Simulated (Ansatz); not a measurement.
**ZrN (rocksalt): zero-pressure volume and bulk modulus with rPW86-PBE + rVV10**

One table from this session's results is given with a row withheld; the runs are named, their logs left out.

Computed with Ansatz 0.2.0 (DFT rPW86-PBE + rVV10, scalar-relativistic, plane waves, PAW, unless a step's input says otherwise).

### The starting structure

It takes space group Fm-3m (No. 225, cubic). The conventional cell has a = 4.568 Å, b = 4.568 Å, c = 4.568 Å, α = 90.00°, β = 90.00°, γ = 90.00°. Around Zr (site symmetry m-3m) lie 6 N at 2.28 Å. N (site symmetry m-3m) is surrounded by 6 Zr at 2.28 Å.

Structure file:

```
Zr N
1.0
     0.00000    2.28423    2.28423
     2.28423    0.00000    2.28423
     2.28423    2.28423    0.00000
Zr N
1 1
Cartesian
  2.2842 2.2842 2.2842
  0.0000 0.0000 0.0000
```

An earlier run on this cell at PBE gave 4.67 GPa at 11.918 Å³/atom (8×8×8 mesh), a metal on this mesh. The cell is compressed at this level.

The first run:

Contents of input.yaml:

```yaml
crystal:
  lattice:
    - [0.0, 2.2842273067, 2.2842273067]
    - [2.2842273067, 0.0, 2.2842273067]
    - [2.2842273067, 2.2842273067, 0.0]
  atoms:
    - { symbol: Zr, position: [0.5, 0.5, 0.5] }
    - { symbol: "N", position: [0.0, 0.0, 0.0] }
basis:
  ecutwfc: 420
  ecutrho_ratio: 4
kpoints:
  mp_grid: { grid: [8, 8, 8] }
hamiltonian:
  xc: { exchange: rpw86, correlation: pbe }
  dispersion: rvv10
scf:
  occupations: { method: gaussian, width: 0.05 }
output:
  forces: true
  stress: true
  eigenvalues: true
```

Run with:

```sh
$ ansatz run input.yaml --threads 4 --pin off --max-ram 8192MiB --backend cpu --events-out ev --progress --plain --runs-dir out
```

Steps of the session up to this table: At the given cell; Stepping to 12.747 Å³/atom; Stepping to 12.401 Å³/atom; Volume × 0.98 of the new zero; Volume × 1.02 of the new zero; Volume × 0.96 of the new zero; Volume × 1.04 of the new zero.

One table of the session follows, with a row left open; its other results are not shown here.

It belongs to the step «Energy and pressure against volume». 

```
volume (Å³/atom)  energy (meV/atom)  pressure (GPa)
          11.905              16.17           10.76
          12.153               3.96            5.11
          12.401               0.00            0.03
          12.649                  ?               ?
          12.897              13.83           -8.65
```

Q: Estimate the row for volume (Å³/atom) = 12.649 from the others.

Worked estimate for «energy (meV/atom)». A straight line through the neighbours (12.401, 0.00) and (12.897, 13.83) gives 0.00 + (13.83 − 0.00) × (12.649 − 12.401) / (12.897 − 12.401) = 6.91; a parabola fitted to 3 rows on both sides gives 3.29.

**Answer.** energy (meV/atom): 3.59; pressure (GPa): -4.54. In «energy (meV/atom)» the line misses by +3.32 and the parabola by -0.30.
